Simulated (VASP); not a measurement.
# Sb: relaxation of cell and atoms with PBE+D3(BJ)

The system is Sb.

```
Sb
1.0
     2.17398    1.25515    3.54852
    -2.17398    1.25515    3.54852
     0.00000   -2.51030    3.54852
Sb
2
Direct
  0.24984 0.24984 0.24984
  0.75016 0.75016 0.75016
```

```yaml
Program: VASP 6.6.1
Task: relaxation of cell and atoms
Functional: PBE
Dispersion: D3(BJ)
Potentials_or_basis: VASP PAW PBE potentials, release 64 (Sb)
Cutoff: 520 eV
k_mesh: 9 × 9 × 9
Occupations: gaussian, width 1 eV
Spin: no spin polarisation
Further_INCAR_settings: ALGO = Normal; EDIFF = 1e-07; IBRION = 2; EDIFFG = -0.002; NSW = 80; ISIF = 3
```

The pressure after relaxing is 0.0 GPa. The band gap on the k mesh is none (metal or under the smearing width) and the dispersion energy per atom is -0.492 eV.

Final structure:
```cif
data_structure
_symmetry_space_group_name_H-M 'P 1'
_symmetry_Int_Tables_number 1
_cell_length_a 4.3467
_cell_length_b 4.3467
_cell_length_c 4.3467
_cell_angle_alpha 60.020
_cell_angle_beta 60.020
_cell_angle_gamma 60.020
_cell_volume 58.10
loop_
_atom_site_label
_atom_site_type_symbol
_atom_site_fract_x
_atom_site_fract_y
_atom_site_fract_z
_atom_site_occupancy
Sb1 Sb 0.24984 0.24984 0.24984 1
Sb2 Sb 0.75016 0.75016 0.75016 1
```

Levels at points of the mesh, in eV from the Fermi level:
| k point | band 1 | band 2 | band 3 | band 4 | band 5 | band 6 | band 7 | band 8 | band 9 |
| --- | --- | --- | --- | --- | --- | --- | --- | --- | --- |
| (0.00, 0.00, 0.00) | -12.60 | -4.37 | -1.68 | -1.68 | -1.67 | 3.33 | 3.33 | 3.33 | 4.78 |

Wall time 12 s on 1 thread of Intel(R) Xeon(R) 6975P-C (Granite Rapids), on a shared host, peak memory 0.2 GiB.

Caveat: the relaxation stopped at its first step, so nothing moved; pairwise dispersion overbinds metals, which lowers pressure and volume. Spin-orbit coupling is left out, which matters for the levels of Sb.
